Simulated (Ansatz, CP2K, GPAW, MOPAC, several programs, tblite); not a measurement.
**Many methods on one cell: AgBr (Fm-3m)**

A 4-atom cell of AgBr (Fm-3m) from a materials database, relaxed with r2SCAN in Ansatz, was computed with several methods. Space group Fm-3m (No. 225), cubic; a = 5.786 Å in the conventional setting, 24.21 Å³ an atom. Ag has 6 Br at 2.89 Å; Br has 6 Ag at 2.89 Å. The values are computed, spin-unpolarised, and not measurements.

```
CELL_PARAMETERS angstrom
4.09212 0.00000 0.04146
0.00000 4.09190 0.00000
-0.05767 0.00000 5.78353
ATOMIC_POSITIONS crystal
Ag 0.74997 0.75000 0.74998
Ag 0.25003 0.25000 0.25002
Br 0.24998 0.25000 0.75000
Br 0.75002 0.75000 0.25000
```

Gaps and times are for a single point on this cell; volume and bulk modulus come from each method's own relaxation or energy curve at fixed shape. Times are rough, from shared hosts (Arm Neoverse V1), and each method has its own mesh and cell size. PM6 (MOPAC): levels, charges or heat of formation failed a check of plausibility, so no values are given. The energy curve of PM7 (MOPAC) is jagged, so its SCF state, and with it the gap, is in doubt. PM6 (MOPAC), PM7 (MOPAC), GFN1-xTB (tblite), GFN2-xTB (tblite) treat a cluster of cells at its zone centre, which samples few k points: where these miss a band edge, the gap comes out too large for that reason alone. Gaps from k meshes are read at a limited set of points (mesh, symmetry points, PBE's band edges), so each method's own least gap may be somewhat smaller. xTB and the PM methods were fitted mostly to molecules, and can miss a solid's gap by electronvolts. Minimal bases can be far off for gaps. GLLB-SC's gap includes the derivative discontinuity. d marks a direct gap, i an indirect one (no mark: not told apart), a dash a value that wasn't computed or didn't pass its checks.

| method | kind | gap (eV) | own volume (Å³/atom) | bulk modulus (GPa) | atoms computed | processor time |
| --- | --- | --- | --- | --- | --- | --- |
| light PBE (260 eV and a coarse mesh) | light plane-wave | 0.74 i | – | – | 4 | 1.4 s |
| GFN1-xTB (tblite) | tight binding | 1.67 | 25.83 | 54 | 32 | 1.4 s |
| GFN2-xTB (tblite) | tight binding | 3.70 | 24.34 | 46 | 32 | 2.7 s |
| PBE/SZV (CP2K) | small basis | 0.54 i | – | – | 4 | 7.3 s |
| PBE | semilocal | 0.68 i | 24.93 | 39 | 4 | 10 s |
| PM6 (MOPAC) | semi-empirical | – | – | – | 32 | 14 s |
| r2SCAN | semilocal | 1.29 i | 24.21 | 45 | 4 | 23 s |
| PBE/DZVP (CP2K) | small basis | 0.69 i | 25.43 | 37 | 4 | 28 s |
| PM7 (MOPAC) | semi-empirical | 3.00 | – | – | 32 | 39 s |
| PBE/single zeta (GPAW) | small basis | 0.39 i | – | – | 4 | 41 s |
| GLLB-SC (GPAW) | model potential | 1.84 | – | – | 4 | 56 s |

Against r2SCAN (1.29 eV) and with closed or daggered gaps left aside, the nearest gap at the points sampled is that of GFN1-xTB (tblite) (+0.38 eV) and the farthest that of GFN2-xTB (tblite) (+2.41 eV). r2SCAN is only a yardstick of convenience: semilocal gaps usually lie below measured ones, which GLLB-SC and hybrids aim to mend.

Volumes against r2SCAN's: GFN1-xTB (tblite) +6.7 %, GFN2-xTB (tblite) +0.5 %, PBE +3.0 %, PBE/DZVP (CP2K) +5.0 %.

The runs are scalar-relativistic, without spin-orbit coupling.
